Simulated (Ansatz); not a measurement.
## Lattice dynamics at Γ of In2O3 (corundum)

Perturbation theory with PBEsol in the PAW code Ansatz on the PBEsol cell, ground state and force constants on a 6×6×6 mesh. The values are computed, spin-unpolarised, and not measurements.

The symmetry is R-3c (No. 167, trigonal); a = 5.512 Å, c = 14.537 Å in the conventional setting, 12.75 Å³ an atom. In has 6 O at 2.13–2.26 Å; O has 4 In at 2.13–2.26 Å.

```yaml
crystal:
  lattice:
    - [2.75625, 1.59132, 4.84551]
    - [-2.75625, 1.59132, 4.84551]
    - [0.00000, -3.18264, 4.84551]
  atoms:
    - { symbol: In, position: [0.85745, 0.85745, 0.85745] }
    - { symbol: In, position: [0.35745, 0.35745, 0.35745] }
    - { symbol: In, position: [0.14255, 0.14255, 0.14255] }
    - { symbol: In, position: [0.64255, 0.64255, 0.64255] }
    - { symbol: O, position: [0.45413, 0.04587, 0.75000] }
    - { symbol: O, position: [0.04587, 0.75000, 0.45413] }
    - { symbol: O, position: [0.54587, 0.95413, 0.25000] }
    - { symbol: O, position: [0.25000, 0.54587, 0.95413] }
    - { symbol: O, position: [0.95413, 0.25000, 0.54587] }
    - { symbol: O, position: [0.75000, 0.45413, 0.04587] }
```

Optical modes without the longitudinal term:

| ω (cm⁻¹) | degeneracy | IR intensity, summed over the level ((D/Å)²/amu) |
| --- | --- | --- |
| 122 | 1 | 0.00 |
| 156 | 1 | 0.00 |
| 164 | 2 | 0.00 |
| 168 | 2 | 0.00 |
| 213 | 2 | 0.00 |
| 231 | 1 | 0.00 |
| 255 | 1 | 34.14 |
| 262 | 2 | 0.00 |
| 286 | 2 | 30.79 |
| 367 | 1 | 0.00 |
| 369 | 2 | 0.00 |
| 413 | 2 | 74.95 |
| 467 | 2 | 3.28 |
| 470 | 1 | 18.55 |
| 482 | 1 | 0.00 |
| 531 | 1 | 0.00 |
| 565 | 2 | 0.00 |
| 588 | 1 | 0.00 |

The zone-centre optical frequencies run from 122 to 588 cm⁻¹, none imaginary (the rest of the zone wasn't tested). The long-range field leaves the highest mode where it is. The program warns that the force constants, and all that is formed from them, aren't settled on this k mesh. Of the real levels 6 are infrared active, the strongest at 413 cm⁻¹.

The clamped-ion dielectric constant comes out as 5.24 along x and y, 4.98 along z. With the ions relaxed, ε⁰ is 12.2 along x and y, 15.2 along z. Born charges, averaged over directions: In +3.36, O -2.24 e.

For comparison, on the r2SCAN cell the mean ε∞ is 5.01 with PBE (ground state on 6×6×6; least gap 1.22 eV).

Spin-orbit coupling is left out, which matters wherever the heavy atoms make up the band edges.
